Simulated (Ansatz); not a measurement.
Take a crystal in which Al has been replaced by B on all its sites, with the cell rescaled by a rough guess (in some cases also distorted within its space group) and nothing relaxed:

```
B
1.0
    -1.31514    1.31514    1.31514
     1.31514   -1.31514    1.31514
     1.31514    1.31514   -1.31514
B
1
Cartesian
  0.0000 0.0000 0.0000
```

Theory: DFT PBEsol, scalar-relativistic, plane waves, PAW (Ansatz).

Cutoff 420 eV; k points 22×22×22 on the computed 1-atom cell (Γ-centred); Gaussian smearing, width 0.10 eV; no spin polarisation.

(1) Will this cell want to expand or contract, and how hard?

(2) Is it a metal on this mesh?

Answers

(1) The pressure is -39.5 GPa (positive in compression), so the cell would contract.

(2) Yes, a band crosses the Fermi level.

This bcc form isn't the element's structure at ambient conditions.